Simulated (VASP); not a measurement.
# Ti (P6_3/mmc) in VASP: further runs

Runs on Ti. Level: LDA. Tasks: relaxation of cell and atoms.

Program: VASP 6.6.1. These are calculated values, not measurements. Logs are shortened: lines on timing, memory, paths and dates and some standing lists are left out, and cuts for length are marked.

## 1. The crystal as given

The structure is hexagonal, space group P6_3/mmc (No. 194). The conventional cell has a = 2.950 Å, b = 2.950 Å, c = 4.680 Å, α = 90.00°, β = 90.00°, γ = 120.00°. Ti (site symmetry -6m2) has 12 Ti at 2.89 to 2.95 Å as nearest neighbours.

## 2. Relaxation of cell and atoms, LDA

The input, INCAR:

```
PREC     = Accurate       # precision mode
ENCUT    = 350            # plane-wave cutoff, eV
EDIFF    = 1E-7           # SCF threshold, eV
ISMEAR   = 0              # smearing method
SIGMA    = 0.1            # smearing width, eV
LREAL    = F              # projectors in reciprocal space
LASPH    = T              # aspherical terms in the spheres
NELM     = 60             # most SCF steps
ALGO     = Fast           # electronic algorithm
ISIF     = 3              # what is computed and relaxed
LWAVE    = F              # write WAVECAR
LCHARG   = F              # write CHGCAR
GGA      = CA             # functional
IBRION   = 2              # ionic algorithm
NSW      = 80             # ionic steps
EDIFFG   = -0.002         # ionic threshold
```

The input, KPOINTS:

```
regular mesh
0
Gamma
  9 9 6
```

The input, POSCAR:

```
Ti
1.0
    2.9500000000      0.0000000000      0.0000000000
   -1.4750000000      2.5547749400      0.0000000000
    0.0000000000      0.0000000000      4.6800000000
Ti
2
Direct
    0.3333333300      0.6666666700      0.2500000000
    0.6666666700      0.3333333300      0.7500000000
```

Potentials or basis: VASP PAW LDA potentials, release 64 (Ti_sv).

Started as:

```sh
> cat potpaw_LDA.64/Ti_sv/POTCAR > POTCAR
> mpirun -np 1 vasp_std > vasp.out
```

OUTCAR:

```text
PREC = Accurate
   ENCUT = 350
   EDIFF = 1E-7
   ISMEAR = 0
   LREAL = F
   LASPH = T
   NELM = 60
   ISIF = 3
   GGA = CA
   IBRION = 2
   NSW = 80
   EDIFFG = -0.002

 ion  position               nearest neighbor table
   1  0.333  0.667  0.250-   2 2.89   2 2.89   2 2.89   2 2.89   2 2.89   2 2.89
   2  0.667  0.333  0.750-   1 2.89   1 2.89   1 2.89   1 2.89   1 2.89   1 2.89

  LATTYP: Found a hexagonal cell.
 ALAT       =     2.9500000000
 C/A-ratio  =     1.5864406780

  Lattice vectors:

 A1 = (   2.9500000000,   0.0000000000,   0.0000000000)
 A2 = (  -1.4750000000,   2.5547749400,   0.0000000000)
 A3 = (   0.0000000000,   0.0000000000,   4.6800000000)

Analysis of symmetry for initial positions (statically):
=====================================================================
 Subroutine PRICEL returns:
 Original cell was already a primitive cell.

 Routine SETGRP: Setting up the symmetry group for a
 hexagonal supercell.

 Subroutine GETGRP returns: Found 24 space group operations
 (whereof 12 operations were pure point group operations)
 out of a pool of 24 trial point group operations.

The static configuration has the point symmetry D_3d.
 The point group associated with its full space group is D_6h.

Analysis of symmetry for dynamics (positions and initial velocities):
=====================================================================
 Subroutine PRICEL returns:
 Original cell was already a primitive cell.

 Routine SETGRP: Setting up the symmetry group for a
 hexagonal supercell.

 Subroutine GETGRP returns: Found 24 space group operations
 (whereof 12 operations were pure point group operations)
 out of a pool of 24 trial point group operations.

The dynamic configuration has the point symmetry D_3d.
 The point group associated with its full space group is D_6h.

 Subroutine INISYM returns: Found 24 space group operations
 (whereof 12 operations are pure point group operations),
 and found     1 'primitive' translations

----------------------------------------------------------------------------------------

                                     Primitive cell

  volume of cell :      35.2712

  direct lattice vectors                    reciprocal lattice vectors
     2.950000000  0.000000000  0.000000000     0.338983051  0.195711956  0.000000000
    -1.475000000  2.554774940  0.000000000     0.000000000  0.391423911  0.000000000
     0.000000000  0.000000000  4.680000000     0.000000000  0.000000000  0.213675214

  length of vectors
     2.950000000  2.949999999  4.680000000     0.391423911  0.391423911  0.213675214

  position of ions in fractional coordinates (direct lattice)
     0.333333330  0.666666670  0.250000000
     0.666666670  0.333333330  0.750000000

  ion indices of the primitive-cell ions
   primitive index   ion index
                 1           1
                 2           2

----------------------------------------------------------------------------------------

 KPOINTS: regular mesh

Automatic generation of k-mesh.
 Grid dimensions read from file:
 generate k-points for:    9    9    6

 Generating k-lattice:

  Cartesian coordinates                     Fractional coordinates (reciprocal lattice)
     0.037664783  0.021745773  0.000000000     0.111111111  0.000000000  0.000000000
     0.000000000  0.043491546  0.000000000     0.000000000  0.111111111  0.000000000
     0.000000000  0.000000000  0.035612536     0.000000000  0.000000000  0.166666667

  Length of vectors
     0.043491546  0.043491546  0.035612536

  Shift w.r.t. Gamma in fractional coordinates (k-lattice)
     0.000000000  0.000000000  0.000000000

 Subroutine IBZKPT returns following result:
 ===========================================

 Found     48 irreducible k-points:

 Following reciprocal coordinates:
            Coordinates               Weight
  0.000000  0.000000  0.000000      1.000000
  0.111111 -0.000000  0.000000      6.000000
  0.222222 -0.000000  0.000000      6.000000
  0.333333 -0.000000  0.000000      6.000000
  0.444444 -0.000000  0.000000      6.000000
  0.111111  0.111111  0.000000      6.000000
[... 16 lines left out ...]
  0.333333  0.222222  0.166667     24.000000
  0.333333  0.333333  0.166667      4.000000
 [... further k-points ...]
   k-points           NKPTS =     48   k-points in BZ     NKDIM =     48   number of bands    NBANDS=     16
   number of dos      NEDOS =    301   number of ions     NIONS =      2
   total plane-waves  NPLWV =   9720
   dimension x,y,z NGX =    18 NGY =   18 NGZ =   30
   dimension x,y,z NGXF=    36 NGYF=   36 NGZF=   60
   ions per type =               2
   NGX,Y,Z   is equivalent  to a cutoff of  10.14, 10.14, 10.66 a.u.
   NGXF,Y,Z  is equivalent  to a cutoff of  20.29, 20.29, 21.31 a.u.
 SYSTEM =  unknown system
   PREC   = accura    normal or accurate (medium, high low for compatibility)
   ISTART =      0    job   : 0-new  1-cont  2-samecut
   ICHARG =      2    charge: 1-file 2-atom 10-const
   ISPIN  =      1    spin polarized calculation?
   LNONCOLLINEAR =      F non collinear calculations
   LSORBIT =      F    spin-orbit coupling
   LASPH  =      T    aspherical Exc in radial PAW
   ENCUT  =  350.0 eV  25.72 Ry    5.07 a.u.   4.50  4.50  7.14*2*pi/ulx,y,z
   NELM   =     60;   NELMIN=  2; NELMDL= -5     # of ELM steps
   EDIFF  = 0.1E-06   stopping-criterion for ELM
   LREAL  =      F    real-space projection
   EDIFFG = -.2E-02   stopping-criterion for IOM
   NSW    =     80    number of steps for IOM
   IBRION =      2    ionic relax: 0-MD 1-quasi-New 2-CG
   NFREE  =      1    steps in history (QN), initial steepest desc. (CG)
   ISIF   =      3    stress and relaxation
   ISYM   =      2    0-nonsym 1-usesym 2-fastsym
   POTIM  = 0.5000    time-step for ionic-motion
   TEBEG  =    0.0;   TEEND  =   0.0 temperature during run
   PSTRESS=    0.0 pullay stress
   NELECT =      24.0000    total number of electrons
   NUPDOWN=      -1.0000    fix difference up-down
   EMIN   =  10.00;   EMAX   =-10.00  energy-range for DOS
   EFERMI =   0.00;   METHOD = LEGACY
   ISMEAR =     0;   SIGMA  =   0.10  broadening in eV -4-tet -1-fermi 0-gaus
   EFERMI_NEDOS =   21; number of points for ismear=-14 and -15
   IALGO  =     68    algorithm
   IMIX   =      4    mixing-type and parameters
     AMIX     =   0.40;   BMIX     =  1.00
     AMIX_MAG =   1.60;   BMIX_MAG =  1.00
  volume/ion in A,a.u.               =      17.64       119.01
  Fermi-wavevector in a.u.,A,eV,Ry     =   1.439920  2.721055 28.209912  2.073370
  Thomas-Fermi vector in A             =   2.558722
   LORBIT       =      0    0 simple, 1 ext, 2 COOP (PROOUT), +10 PAW based schemes
   GGA     = CA    functional components
   LHFCALC =     F    Hartree Fock is set to
   AEXX    =    0.0000 exact exchange contribution
   IVDW    =     0    specifies the selected vdW correction
   LEPSILON=     F    determine dielectric tensor
   LRPA    =     F    only Hartree local field effects (RPA)
 conjugate gradient relaxation of ions
 non-spin polarized calculation
 RMM-DIIS sequential band-by-band and
 Gauss-broadening in eV      SIGMA  =   0.10
  energy-cutoff  :      350.00
  volume of cell :       35.27
 maximum number of plane-waves:       542
 NGX is ok and might be reduce to    18
   NGX =  9   NGY =  9   NGZ = 15

--------------------------------------- Ionic step        1  -------------------------------------------

 number of electron      23.9999982 magnetization

 Free energy of the ion-electron system (eV)
  ---------------------------------------------------
  ext. energy  EPLUGINS =         0.00000000
  ---------------------------------------------------
  free energy    TOTEN  =       -16.98125880 eV

  energy without entropy =      -16.97194791  energy(sigma->0) =      -16.97660336

------------------------ aborting loop because EDIFF is reached ----------------------------------------

  FORCE on cell =-STRESS in cart. coord.  units (eV):
  Direction    XX          YY          ZZ          XY          YZ          ZX
  --------------------------------------------------------------------------------------
  -------------------------------------------------------------------------------------
  Total       -2.2815705     -2.2815705     -2.4514839      0.0000000     -0.0000000      0.0000000
  in kB     -103.6391796   -103.6391796   -111.3574067      0.0000000     -0.0000000      0.0000000
  external PRESSURE =    -106.2119220 kB  Pullay stress =       0.0000000 kB
[... 21 lines left out ...]
  energy  without entropy=      -16.9719479092  energy(sigma->0) =      -16.97660336

--------------------------------------- Ionic step        2  -------------------------------------------

 number of electron      24.0000011 magnetization

------------------------ aborting loop EDIFF was not reached (unconverged)  ----------------------------

  FORCE on cell =-STRESS in cart. coord.  units (eV):
  Direction    XX          YY          ZZ          XY          YZ          ZX
  --------------------------------------------------------------------------------------
  -------------------------------------------------------------------------------------
  Total        2.0040620      2.0040620      2.0280191      0.0000000      0.0000000      0.0000000
  in kB      108.3530425    108.3530424    109.6483220      0.0000000      0.0000000      0.0000000
  external PRESSURE =     108.7848023 kB  Pullay stress =       0.0000000 kB

 VOLUME and BASIS-vectors are now :
 -----------------------------------------------------------------------------
  energy-cutoff  :      350.00
  volume of cell :       29.63
      direct lattice vectors                 reciprocal lattice vectors
     2.787648198 -0.000000000  0.000000000     0.358725323  0.207110162  0.000000000
    -1.393824099  2.414174155  0.000000000     0.000000000  0.414220324  0.000000000
     0.000000000 -0.000000000  4.403257352    -0.000000000 -0.000000000  0.227104600
[... 12 lines left out ...]
  energy  without entropy=      -17.0215405353  energy(sigma->0) =      -17.02492656

--------------------------------------- Ionic step        3  -------------------------------------------

 number of electron      24.0000009 magnetization

------------------------ aborting loop EDIFF was not reached (unconverged)  ----------------------------

  FORCE on cell =-STRESS in cart. coord.  units (eV):
  Direction    XX          YY          ZZ          XY          YZ          ZX
  --------------------------------------------------------------------------------------
  -------------------------------------------------------------------------------------
  Total        0.0343109      0.0343109     -0.0888935      0.0000000      0.0000000      0.0000000
  in kB        1.7208985      1.7208985     -4.4585511      0.0000000      0.0000000      0.0000000
  external PRESSURE =      -0.3389181 kB  Pullay stress =       0.0000000 kB

 VOLUME and BASIS-vectors are now :
 -----------------------------------------------------------------------------
  energy-cutoff  :      350.00
  volume of cell :       31.94
      direct lattice vectors                 reciprocal lattice vectors
     2.856477838 -0.000000000  0.000000000     0.350081484  0.202119639  0.000000000
    -1.428238919  2.473782372  0.000000000     0.000000000  0.404239278  0.000000000
     0.000000000 -0.000000000  4.520583410    -0.000000000 -0.000000000  0.221210386
[... 192 lines left out ...]
  energy  without entropy=      -17.0941772393  energy(sigma->0) =      -17.09796888

--------------------------------------- Ionic step        9  -------------------------------------------

 number of electron      24.0000007 magnetization

 Free energy of the ion-electron system (eV)
  ---------------------------------------------------
  ext. energy  EPLUGINS =         0.00000000
  ---------------------------------------------------
  free energy    TOTEN  =       -17.10178014 eV

  energy without entropy =      -17.09421663  energy(sigma->0) =      -17.09799838

 E-fermi :   9.0086     XC(G=0): -12.1961

 val. band max:        8.9854075368   @ k =   0.2222   0.2222   0.5000
 cond. band min:       9.0652831978   @ k =   0.1111  -0.0000   0.1667
 fundamental gap:      0.0798756610
 Fermi energy:         9.0085859999

 k-point     1 :       0.0000    0.0000    0.0000
  band No.  band energies     occupation
      1     -46.9970      2.00000
      2     -46.7886      2.00000
      3     -24.1109      2.00000
      4     -23.2470      2.00000
      5     -23.2470      2.00000
      6     -23.1421      2.00000
[... 8 lines left out ...]
     15      10.3831      0.00000
     16      10.3831      0.00000
[... 420 lines left out ...]
  band No.  band energies     occupation
      1     -46.7739      2.00000
      2     -46.7739      2.00000
      3     -23.7444      2.00000
      4     -23.7201      2.00000
      5     -23.7201      2.00000
      6     -23.4666      2.00000
[... 8 lines left out ...]
     15      10.6440      0.00000
     16      12.2300      0.00000

 [... further k-points ...]
[... 5 lines left out ...]
  --------------------------------------------------------------------------------------
  -------------------------------------------------------------------------------------
  Total       -0.0025932     -0.0025932     -0.0027878      0.0000000      0.0000000     -0.0000000
  in kB       -0.1301574     -0.1301574     -0.1399256      0.0000000      0.0000000     -0.0000000
  external PRESSURE =      -0.1334134 kB  Pullay stress =       0.0000000 kB
[... 17 lines left out ...]
  FREE ENERGIE OF THE ION-ELECTRON SYSTEM (eV)
  ---------------------------------------------------
  free  energy   TOTEN  =       -17.1017801411 eV

  energy  without entropy=      -17.0942166269  energy(sigma->0) =      -17.09799838

 reached required accuracy - stopping structural energy minimisation
```

Wall time 3.6 min (1 thread of AMD EPYC 7R13 (Zen 3), shared host); peak memory 0.1 GiB.

Results:

* Free energy: -17.1018 eV
* Relaxed volume: 15.96 Å³/atom
* Relaxed cell: a = 2.861 Å, b = 2.861 Å, c = 4.504 Å, α = 90.00°, β = 90.00°, γ = 120.00°
* Space group after relaxing (to 0.05 Å): P6_3/mmc (No. 194)
* Energy gained by relaxing: 60.3 meV/atom
* Ionic steps: 9
* Pressure after relaxing: 0.0 GPa
* Band gap on the k mesh: none (metal or under the smearing width)

Step by step:
```tsv
step	energy change (eV)	largest force (eV/Å)	pressure (GPa)	volume (Å³)
1	0.0000	0.0000	-10.62	35.27
2	-0.0471	0.0000	10.88	29.63
3	-0.1203	0.0000	-0.03	31.94
4	-0.1203	0.0000	0.13	31.88
5	-0.1205	0.0000	0.16	31.88
6	-0.1205	0.0000	0.16	31.88
7	-0.1205	0.0000	0.16	31.88
8	-0.1205	0.0000	-0.16	31.96
9	-0.1205	0.0000	-0.01	31.92
```

Final structure:
```
CELL_PARAMETERS angstrom
2.86087 0.00000 0.00000
-1.43044 2.47759 0.00000
0.00000 0.00000 4.50351
ATOMIC_POSITIONS crystal
Ti 0.33333 0.66667 0.25000
Ti 0.66667 0.33333 0.75000
```

Levels at points of the mesh, in eV from the Fermi level:
```
           k point  band 10  band 11  band 12  band 13  band 14  band 15
(0.00, 0.00, 0.00)    -2.86     0.80     0.80     0.99     1.21     1.37
(0.00, 0.00, 0.50)    -4.27     0.13     0.13     0.68     0.68     0.68
```

LDA usually gives volumes a few per cent too small. Zero-point motion and thermal expansion aren't in these numbers.

## 3. Relaxation of cell and atoms, LDA

This run uses another cell than the first one, of 15.96 Å³/atom, 0.905 times its volume.

INCAR is that of step 2.

KPOINTS is that of step 2.

The input, POSCAR:

```
Ti                                      
1.0
    2.8608705231     -0.0000000000     -0.0000000000
   -1.4304352615      2.4775865489      0.0000000000
   -0.0000000000      0.0000000000      4.5035103406
  Ti            
     2
Direct
     0.3333333300000021    0.6666666699999979    0.2500000000000000
     0.6666666699999979    0.3333333300000021    0.7500000000000000
```

Potentials or basis: VASP PAW LDA potentials, release 64 (Ti_sv).

Started as:

```sh
> cat potpaw_LDA.64/Ti_sv/POTCAR > POTCAR
> mpirun -np 1 vasp_std > vasp.out
```

Run time: 65 s. Hardware: 1 thread of AMD EPYC 7R13 (Zen 3), shared host; peak memory 0.09 GiB.

It converged, with:

| Property | Result |
| --- | --- |
| Free energy | -17.0733 eV |
| Relaxed volume | 15.98 Å³/atom |
| Relaxed cell | a = 2.862 Å, b = 2.862 Å, c = 4.505 Å, α = 90.00°, β = 90.00°, γ = 120.00° |
| Space group after relaxing (to 0.05 Å) | P6_3/mmc (No. 194) |
| Energy gained by relaxing | 0.0 meV/atom |
| Ionic steps | 4 |
| Pressure after relaxing | 0.0 GPa |
| Band gap on the k mesh | none (metal or under the smearing width) |

Final structure:
```
Ti
1.0
     2.86202    0.00000    0.00000
    -1.43101    2.47858    0.00000
     0.00000    0.00000    4.50522
Ti
2
Direct
  0.33333 0.66667 0.25000
  0.66667 0.33333 0.75000
```

Levels at points of the mesh, in eV from the Fermi level:
```csv
k point,band 8,band 9,band 10,band 11,band 12,band 13,band 14,band 15,band 16
"(0.00, 0.00, 0.00)",-32.12,-6.21,-2.85,0.80,0.80,0.99,1.21,1.37,1.37
"(0.00, 0.00, 0.50)",-32.19,-4.25,-4.25,0.13,0.13,0.68,0.68,0.68,0.68
```
